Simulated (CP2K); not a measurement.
SnO2 (Cassiterite):

```
Sn O
1.0
     4.73800    0.00000    0.00000
     0.00000    4.73800    0.00000
     0.00000    0.00000    3.18650
Sn O
2 4
Direct
  0.50000 0.50000 0.50000
  0.00000 0.00000 0.00000
  0.80710 0.19290 0.50000
  0.69290 0.69290 0.00000
  0.19290 0.80710 0.50000
  0.30710 0.30710 0.00000
```

| Item | Value |
| --- | --- |
| Program | CP2K 2026.2 |
| Task | relaxation of cell and atoms |
| Functional | BLYP |
| Dispersion | D3(BJ) |
| Potentials or basis | GTH_POTENTIALS Sn GTH-PBE-q4, O GTH-BLYP-q6; TZVP-MOLOPT-PBE-GTH basis |
| Density cutoff | 8163 eV |
| k mesh | 6 × 6 × 8 |
| Occupations | fermi-dirac, width 0.05 eV |
| Spin | no spin polarisation |

At the start: pressure 8.2 GPa; volume 11.92 Å³/atom.

**Question.** How do energy, volume and symmetry change on relaxing?

**Answer.** Over 12 steps the energy falls by 17.1 meV/atom and the volume is 12.43 Å³/atom (+4.3 %); space group P4_2/mnm (No. 136, to 0.05 Å).

The path:
```
step  energy change (eV)  largest force (eV/Å)  volume (Å³)
   1              0.0000                0.5458        71.53
   2             -0.0408                0.2322        72.10
   3             -0.0945                0.1879        73.85
   4             -0.1001                0.1698        74.26
   5             -0.1015                0.0595        74.47
   6             -0.1017                0.0038        74.47
   7             -0.1018                0.0185        74.45
   8             -0.1020                0.0310        74.44
   9             -0.1022                0.0336        74.47
  10             -0.1023                0.0196        74.53
  11             -0.1023                0.0048        74.58
  12             -0.1023                0.0048        74.58
```

Final structure:
```
CELL_PARAMETERS angstrom
4.78120 0.00000 0.00000
0.00000 4.78120 0.00000
0.00000 0.00000 3.26238
ATOMIC_POSITIONS crystal
Sn 0.50000 0.50000 0.50000
Sn 0.00000 0.00000 0.00000
O 0.80882 0.19118 0.50000
O 0.69118 0.69118 0.00000
O 0.19118 0.80882 0.50000
O 0.30882 0.30882 0.00000
```

Caveat: the potentials were made for another functional, which shifts forces and pressure; the basis of atomic orbitals isn't converged, which shifts pressures, moduli and gaps.
